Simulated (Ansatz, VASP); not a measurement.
**Two plane-wave programs on Sr**

```
CELL_PARAMETERS angstrom
4.56356 0.00000 0.00000
-2.28178 3.95216 0.00000
0.00000 0.00000 6.83025
ATOMIC_POSITIONS crystal
Sr 0.33333 0.66667 0.25000
Sr 0.66667 0.33333 0.75000
```

Alike in both runs: task single point; functional PBE; k mesh 12 × 12 × 6; occupations gaussian, width 0.1 eV; no spin polarisation.

```csv
,VASP,Ansatz
version,VASP 6.6.1,Ansatz 0.2.0
potentials or method,"VASP PAW PBE potentials, release 64 (Sr_sv)","scalar-relativistic, plane waves, PAW"
plane-wave cutoff (eV),520,420
valence electrons in the cell,20,20
```

|  | VASP | Ansatz | Ansatz less VASP |
| --- | --- | --- | --- |
| gap on the k mesh at the Fermi level (eV) | none | none | - |
| pressure (GPa) | -1.0 | -1.0 | 0.00 |
| largest component of the traceless stress (GPa) | 0.89 | 0.88 | -0.002 |

A gap of «none» marks a metal or a gap that the smearing closes.
